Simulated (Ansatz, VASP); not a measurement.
## P: VASP beside Ansatz

INCAR

```
PREC = Accurate ; ENCUT = 520
EDIFF = 1E-6 ; ISMEAR = 0
SIGMA = 0.1 ; LREAL = F
LASPH = T ; NELM = 60
ALGO = Normal ; ISIF = 2
LWAVE = F ; LCHARG = F
GGA = PS ; NBANDS = 12
```

Contents of KPOINTS:

```
Automatic mesh
0
Gamma
  9 9 9
```

Contents of POSCAR:

```
P
1.0
    1.7257251780      0.9963478961      3.1296800121
   -1.7257251780      0.9963478961      3.1296800121
    0.0000000000     -1.9926957921      3.1296800121
P
2
Direct
    0.7729197500      0.7729197500      0.7729197500
    0.2270802500      0.2270802500      0.2270802500
```

The input input.yaml:

```yaml
crystal:
  lattice:
    - [1.725725178, 0.9963478961, 3.1296800121]
    - [-1.725725178, 0.9963478961, 3.1296800121]
    - [0.0, -1.9926957921, 3.1296800121]
  atoms:
    - { symbol: P, position: [0.77291975, 0.77291975, 0.77291975] }
    - { symbol: P, position: [0.22708025, 0.22708025, 0.22708025] }
hamiltonian:
  xc: pbesol
  pseudopotentials: { kind: paw }
kpoints:
  mp_grid: { grid: [9, 9, 9] }
scf:
  occupations: { method: gaussian, width: 0.1 }
output:
  forces: true
  stress: true
  eigenvalues: true
```

This isn't the form of P at room conditions, which is orthorhombic.

Alike in both runs: task single point; functional PBEsol; k mesh 9 × 9 × 9; occupations gaussian, width 0.1 eV; no spin polarisation.

```csv
,VASP,Ansatz
version,VASP 6.6.1,Ansatz 0.2.0
potentials or method,"VASP PAW PBE potentials, release 64 (P)",Ansatz PAW
plane-wave cutoff (eV),520,420
valence electrons in the cell,10,10
```

Ansatz gave:

| Property | Result |
| --- | --- |
| gap on the k mesh at the Fermi level (eV) | none |
| pressure (GPa) | -1.8 |
| largest component of the traceless stress (GPa) | 1.27 |
| rms of the force components (eV/Å) | 0.153 |

**Question.** Which values does VASP return?

**Answer.** gap on the k mesh at the Fermi level (eV): none; pressure (GPa): -1.8; largest component of the traceless stress (GPa): 1.11; rms of the force components (eV/Å): 0.137.

Atom by atom the forces differ by 0.016 eV/Å (rms over components). A gap of «none» marks a metal or a gap that the smearing closes. With one functional, cell and mesh, what is left measures potentials, basis and numerics.

Caveats: the PAW data sets were made with another functional, which shifts forces and pressure a little (VASP); the PAW data sets come from PBE, with cores solved anew for the run's functional, which leaves a small shift of forces and pressure (Ansatz).
